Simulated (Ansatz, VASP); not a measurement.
**TaN in VASP and in Ansatz**

```xyz
2
Lattice="2.9502 0.0000 0.0000 -1.4751 2.5549 0.0000 0.0000 0.0000 2.8978" Properties=species:S:1:pos:R:3 pbc="T T T"
Ta    0.0000    1.7033    1.4489
N     0.0000    0.0000    0.0000
```

Alike in both runs: task relaxation of cell and atoms; functional PBEsol; k mesh 18 × 18 × 14; occupations gaussian, width 0.1 eV; no spin polarisation.

```csv
,VASP,Ansatz
version,VASP 6.6.1,Ansatz 0.2.0
potentials or method,"VASP PAW PBE potentials, release 64 (Ta_pv, N)","scalar-relativistic, plane waves, PAW"
plane-wave cutoff (eV),600,420
valence electrons in the cell,16,18
```

Ansatz gave:

| Property | Result |
| --- | --- |
| gap on the k mesh at the Fermi level, each at its own relaxed structure (eV) | none |
| relaxed volume (Å³/atom) | 10.63 |
| relaxed cell length with the largest relative difference (Å) | 2.871 |
| energy change over the relaxation (meV/atom) | -9 |

Which values does VASP return?

gap on the k mesh at the Fermi level, each at its own relaxed structure (eV): none; relaxed volume (Å³/atom): 10.65; relaxed cell length with the largest relative difference (Å): 2.873; energy change over the relaxation (meV/atom): -8.

A gap of «none» marks a metal or a gap that the smearing closes. The two sets of potentials don't hold the same shells in valence.

Caveats: the PAW data sets were made with another functional, which shifts forces and pressure a little (VASP). Spin-orbit coupling is left out, which matters for the levels of Ta.
